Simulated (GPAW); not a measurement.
The system is Pt.

```
Pt
1.0
     2.76067    0.00000    0.00000
    -1.38033    2.39081    0.00000
     0.00000    0.00000    4.79213
Pt
2
Direct
  0.33333 0.66667 0.25000
  0.66667 0.33333 0.75000
```

This isn't the form of Pt at room conditions, which is fcc.

Base run:

| Property | Result |
| --- | --- |
| Program | GPAW 26.7.0 |
| Functional | LDA |
| Potentials or basis | the program's PAW data sets (release 1.2.1) made for this functional |
| Cutoff | 600 eV |
| Basis | pw |
| k mesh | 9 × 9 × 5 |
| Occupations | fermi-dirac, width 0.05 eV |
| Spin | no spin polarisation |

Its results: pressure -16.7 GPa.

The run is repeated on the same cell with these changes: functional from LDA to PBEsol; potentials or basis from the program's PAW data sets (release 1.2.1) made for this functional to PAW data sets generated in the run's folder for this functional. What comes out?

Pressure -11.2 GPa.
